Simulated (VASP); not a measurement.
# AlN (P6_3mc) in VASP: a series of runs, part 3 of 3

VASP 6.6.1. Earlier steps stand in the parts before.

## 5. Dielectric tensor, PBE

INCAR

```
  PREC = Accurate
  ENCUT = 400
  EDIFF = 1E-8
  ISMEAR = 0
  SIGMA = 0.1
  LREAL = False
  LASPH = True
  NELM = 100
  ALGO = Normal
  ISIF = 2
  LWAVE = False
  LCHARG = False
  GGA = PE
  LEPSILON = True
```

KPOINTS

```
Automatic mesh
0
Gamma
  8 8 4
```

POSCAR

```
AlN
1.0
    3.1130000000      0.0000000000      0.0000000000
   -1.5565000000      2.6959370820      0.0000000000
    0.0000000000      0.0000000000      4.9810000000
Al N
2 2
Direct
    0.6666666667      0.3333333333      0.5000000000
    0.3333333333      0.6666666667      0.0000000000
    0.6666666667      0.3333333333      0.8800000000
    0.3333333333      0.6666666667      0.3800000000
```

Potentials or basis: VASP PAW PBE potentials, release 64 (Al, N).

Run with:

```bash
cat potpaw_PBE.64/Al/POTCAR potpaw_PBE.64/N/POTCAR > POTCAR
mpirun -np 1 vasp_std > vasp.out
```

OUTCAR:

```text
PREC = Accurate
   ENCUT = 400
   EDIFF = 1E-8
   ISMEAR = 0
   LREAL = False
   LASPH = True
   NELM = 100
   ISIF = 2
   GGA = PE
   LEPSILON = True

 Found     30 irreducible k-points:

 Following reciprocal coordinates:
            Coordinates               Weight
  0.000000  0.000000  0.000000      1.000000
  0.125000  0.000000  0.000000      6.000000
  0.250000  0.000000  0.000000      6.000000
  0.375000  0.000000  0.000000      6.000000
  0.500000  0.000000  0.000000      3.000000
  0.125000  0.125000  0.000000      6.000000
   k-points           NKPTS =     30   k-points in BZ     NKDIM =     30   number of bands    NBANDS=     12
   number of dos      NEDOS =    301   number of ions     NIONS =      4
   total plane-waves  NPLWV =  12800
   dimension x,y,z NGX =    20 NGY =   20 NGZ =   32
   dimension x,y,z NGXF=    40 NGYF=   40 NGZF=   64
   ions per type =               2   2
   NGX,Y,Z   is equivalent  to a cutoff of  10.68, 10.68, 10.68 a.u.
   NGXF,Y,Z  is equivalent  to a cutoff of  21.36, 21.36, 21.36 a.u.
 SYSTEM =  unknown system
   PREC   = accura    normal or accurate (medium, high low for compatibility)
   ISTART =      0    job   : 0-new  1-cont  2-samecut
   ICHARG =      2    charge: 1-file 2-atom 10-const
   ISPIN  =      1    spin polarized calculation?
   LNONCOLLINEAR =      F non collinear calculations
   LSORBIT =      F    spin-orbit coupling
   LASPH  =      T    aspherical Exc in radial PAW
   ENCUT  =  400.0 eV  29.40 Ry    5.42 a.u.   5.08  5.08  8.12*2*pi/ulx,y,z
   NELM   =    100;   NELMIN=  2; NELMDL= -5     # of ELM steps
   EDIFF  = 0.1E-07   stopping-criterion for ELM
   LREAL  =      F    real-space projection
   EDIFFG = 0.1E-06   stopping-criterion for IOM
   NSW    =      0    number of steps for IOM
   IBRION =     -1    ionic relax: 0-MD 1-quasi-New 2-CG
   NFREE  =      0    steps in history (QN), initial steepest desc. (CG)
   ISIF   =      2    stress and relaxation
   ISYM   =      2    0-nonsym 1-usesym 2-fastsym
   POTIM  = 0.5000    time-step for ionic-motion
   TEBEG  =    0.0;   TEEND  =   0.0 temperature during run
   PSTRESS=    0.0 pullay stress
   NELECT =      16.0000    total number of electrons
   NUPDOWN=      -1.0000    fix difference up-down
   EMIN   =  10.00;   EMAX   =-10.00  energy-range for DOS
   EFERMI =   0.00;   METHOD = LEGACY
   ISMEAR =     0;   SIGMA  =   0.10  broadening in eV -4-tet -1-fermi 0-gaus
   EFERMI_NEDOS =   21; number of points for ismear=-14 and -15
   IALGO  =     38    algorithm
   IMIX   =      4    mixing-type and parameters
     AMIX     =   0.40;   BMIX     =  1.00
     AMIX_MAG =   1.60;   BMIX_MAG =  1.00
  volume/ion in A,a.u.               =      10.45        70.52
  Fermi-wavevector in a.u.,A,eV,Ry     =   1.188629  2.246183 19.222843  1.412839
  Thomas-Fermi vector in A             =   2.324754
   LORBIT       =      0    0 simple, 1 ext, 2 COOP (PROOUT), +10 PAW based schemes
   GGA     = PE    functional components
   LHFCALC =     F    Hartree Fock is set to
   AEXX    =    0.0000 exact exchange contribution
   IVDW    =     0    specifies the selected vdW correction
   LEPSILON=     T    determine dielectric tensor
   LRPA    =     F    only Hartree local field effects (RPA)
 non-spin polarized calculation
[... 112 lines left out ...]
  -------------------------------------------------------------------------------------
  Total       -0.1527911     -0.1527911      0.2697598      0.0000000      0.0000000      0.0000000
  in kB       -5.8560282     -5.8560282     10.3390919      0.0000000      0.0000000      0.0000000
  external PRESSURE =      -0.4576548 kB  Pullay stress =       0.0000000 kB

 VOLUME and BASIS-vectors are now :
 -----------------------------------------------------------------------------
  energy-cutoff  :      400.00
  volume of cell :       41.80
      direct lattice vectors                 reciprocal lattice vectors
     3.113000000  0.000000000  0.000000000     0.321233537  0.185464269  0.000000000
    -1.556500000  2.695937082  0.000000000     0.000000000  0.370928538  0.000000000
     0.000000000  0.000000000  4.981000000     0.000000000  0.000000000  0.200762899

 POSITION                                       TOTAL-FORCE (eV/Angst)
 -----------------------------------------------------------------------------------
      1.55650      0.89865      2.49050        -0.000000      0.000000     -0.128778
     -0.00000      1.79729      0.00000         0.000000     -0.000000     -0.128778
      1.55650      0.89865      4.38328         0.000000     -0.000000      0.128778
     -0.00000      1.79729      1.89278        -0.000000      0.000000      0.128778
 -----------------------------------------------------------------------------------
    total drift:                               -0.000000     -0.000000      0.000303

  FREE ENERGIE OF THE ION-ELECTRON SYSTEM (eV)
  ---------------------------------------------------
  free  energy   TOTEN  =       -29.7705760180 eV

  energy  without entropy=      -29.7705760180  energy(sigma->0) =      -29.77057602

 HEAD OF MICROSCOPIC STATIC DIELECTRIC TENSOR (INDEPENDENT PARTICLE, excluding Hartree and local field effects)
 ------------------------------------------------------
           4.591103     0.000000    -0.000000
           0.000000     4.591103     0.000000
          -0.000000    -0.000000     4.766709
 ------------------------------------------------------

 Free energy of the ion-electron system (eV)
  ---------------------------------------------------
  ---------------------------------------------------
  free energy    TOTEN  =        -0.43941315 eV

  energy without entropy =       -0.43941315

------------------------ aborting loop because EDIFF is reached ----------------------------------------

--------------------------------------- Ionic step        2  -------------------------------------------

------------------------ aborting loop because EDIFF is reached ----------------------------------------

--------------------------------------- Ionic step        3  -------------------------------------------

 Free energy of the ion-electron system (eV)
  ---------------------------------------------------
  ---------------------------------------------------
  free energy    TOTEN  =        -0.46192085 eV

  energy without entropy =       -0.46192085

------------------------ aborting loop because EDIFF is reached ----------------------------------------

 PIEZOELECTRIC TENSOR FIELD DIRECTION 3  (e Angst)
 -----------------------------------------------------------------------------
     0.68761  0.00000  0.00000           (  0.00363  0.00000  0.00000)
     0.00000  0.68761 -0.00000           (  0.00000  0.00363 -0.00000)
     0.00000  0.00000 -1.03812           (  0.00000 -0.00000 -0.00198)

 PIEZOELECTRIC TENSOR FIELD DIRECTION 3  (C/m^2)
 -----------------------------------------------------------------------------
     0.26354  0.00000  0.00000
     0.00000  0.26354 -0.00000
     0.00000  0.00000 -0.39788

 MACROSCOPIC STATIC DIELECTRIC TENSOR (including local field effects in DFT)
 ------------------------------------------------------
           4.450103    -0.000000    -0.000000
          -0.000000     4.450103     0.000000
           0.000000     0.000000     4.642817
 ------------------------------------------------------

 PIEZOELECTRIC TENSOR (including local field effects)  for field in x, y, z        (e  Angst)
          XX          YY          ZZ          XY          YZ          ZX
  --------------------------------------------------------------------------------
  x     0.00000     0.00000     0.00000     0.00000     0.00000     0.88978
  y     0.00000    -0.00000    -0.00000     0.00000     0.88978     0.00000
  z     0.68761     0.68761    -1.03812     0.00000     0.00000     0.00000

 PIEZOELECTRIC TENSOR (including local field effects)  for field in x, y, z        (C/m^2)
          XX          YY          ZZ          XY          YZ          ZX
  --------------------------------------------------------------------------------
  x     0.00000     0.00000     0.00000     0.00000     0.00000     0.34102
  y     0.00000    -0.00000    -0.00000     0.00000     0.34102     0.00000
  z     0.26354     0.26354    -0.39788     0.00000     0.00000     0.00000

 BORN EFFECTIVE CHARGES (including local field effects) (in |e|, cummulative output)
 ---------------------------------------------------------------------------------
 ion    1
    1     2.51144     0.00000    -0.00000
    2     0.00000     2.51144     0.00000
    3     0.00000     0.00000     2.66504
 ion    2
    1     2.51144     0.00000     0.00000
    2     0.00000     2.51144     0.00000
    3    -0.00000    -0.00000     2.66504
 ion    3
    1    -2.51144     0.00000     0.00000
    2     0.00000    -2.51144    -0.00000
    3     0.00000     0.00000    -2.66504
 ion    4
    1    -2.51144     0.00000    -0.00000
    2     0.00000    -2.51144     0.00000
    3     0.00000     0.00000    -2.66504
```

OSZICAR:

```text
N       E                     dE             d eps       ncg     rms          rms(c)
DAV:   1     0.421077870830E+02    0.42108E+02   -0.65612E+03   720   0.965E+02
[... 13 lines left out ...]
RMM:   5    -0.460737100324E+00   -0.39794E-02   -0.19979E-04  1212   0.119E-01    0.231E-02
RMM:   6    -0.461590803261E+00   -0.85370E-03   -0.24884E-05  1263   0.394E-02    0.712E-03
RMM:   7    -0.461836599466E+00   -0.24580E-03   -0.15917E-06  1285   0.108E-02    0.226E-03
RMM:   8    -0.461922183119E+00   -0.85584E-04   -0.20281E-07  1276   0.383E-03    0.270E-04
RMM:   9    -0.461921914501E+00    0.26862E-06   -0.14925E-09  1312   0.592E-04    0.748E-05
RMM:  10    -0.461920989985E+00    0.92452E-06    0.11729E-08  1095   0.174E-04    0.193E-05
RMM:  11    -0.461920854333E+00    0.13565E-06    0.83291E-11   661   0.542E-05    0.310E-06
```

Run time: 66 s. Hardware: 1 thread of Intel Xeon Platinum 8488C (Sapphire Rapids), shared host; peak memory 0.17 GiB.

The run converged, but some of its settings lie outside the range that counts as converged, so its numbers aren't taken as properties of the crystal.

What came out:

```yaml
Band_gap_on_the_k_mesh: 4.21 eV, direct
Electronic_dielectric_tensor_diagonal: 4.45, 4.45, 4.64
Born_charges_mean_of_the_diagonal: Al +2.56; N -2.56 e
```

Caveat: the cutoff is under 1.25 times the usual one of these potentials, so pressure, stress and relaxed cells hold a basis-set (Pulay) error.

## 6. The reference run

An earlier run on the cell as given: functional PBE; potentials or basis VASP PAW PBE potentials, release 64 (Al, N); cutoff 520 eV; k mesh 10 × 10 × 6; occupations fermi-dirac, width 0.05 eV; no spin polarisation.

* Pressure: 3.5 GPa
* Largest force: 0.129 eV/Å
* Band gap on the k mesh: 4.22 eV, direct
